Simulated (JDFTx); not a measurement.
Crystal: Al.

```
Al
1.0
     2.72176    0.00000    0.00000
     0.00000    2.72176    0.00000
     0.00000    0.00000    2.72176
Al
1
Direct
  0.00000 0.00000 0.00000
```

The cell was built by a generator and needn't be a form met in nature.

* Program: JDFTx 1.7.0 (patched build)
* Task: relaxation of cell and atoms
* Functional: PBEsol
* Potentials or basis: SG15-PBE-1.2 with smoothed tails
* Cutoff: 1088 eV
* Density cutoff: 4354 eV
* k mesh: 5 × 5 × 5
* Occupations: fermi-dirac, width 0.05 eV
* Spin: no spin polarisation

At the start: pressure -1.4 GPa; volume 20.16 Å³/atom.

Task: How do energy, volume and symmetry change on relaxing?

Result: Over 5 steps the energy falls by 2.1 meV/atom and the volume is 19.69 Å³/atom (-2.3 %); space group Pm-3m (No. 221, to 0.05 Å).

Step by step:
| step | energy change (eV) | largest force (eV/Å) | pressure (GPa) | volume (Å³) |
| --- | --- | --- | --- | --- |
| 1 | 0.0000 | 0.0000 | -1.40 | 20.16 |
| 2 | -0.0008 | 0.0000 | -1.10 | 20.06 |
| 3 | -0.0021 | 0.0000 | -0.03 | 19.70 |
| 4 | -0.0021 | 0.0000 | 0.00 | 19.69 |
| 5 | -0.0021 | 0.0000 | 0.00 | 19.69 |

Final structure:
```cif
data_structure
_symmetry_space_group_name_H-M 'P 1'
_symmetry_Int_Tables_number 1
_cell_length_a 2.7003
_cell_length_b 2.7003
_cell_length_c 2.7003
_cell_angle_alpha 90.000
_cell_angle_beta 90.000
_cell_angle_gamma 90.000
_cell_volume 19.69
loop_
_atom_site_label
_atom_site_type_symbol
_atom_site_fract_x
_atom_site_fract_y
_atom_site_fract_z
_atom_site_occupancy
Al1 Al 0.00000 0.00000 0.00000 1
```

Caveat: the k mesh is coarse (spacing up to 0.46 Å⁻¹), so the values aren't converged; the potentials were made for another functional, which shifts forces and pressure.
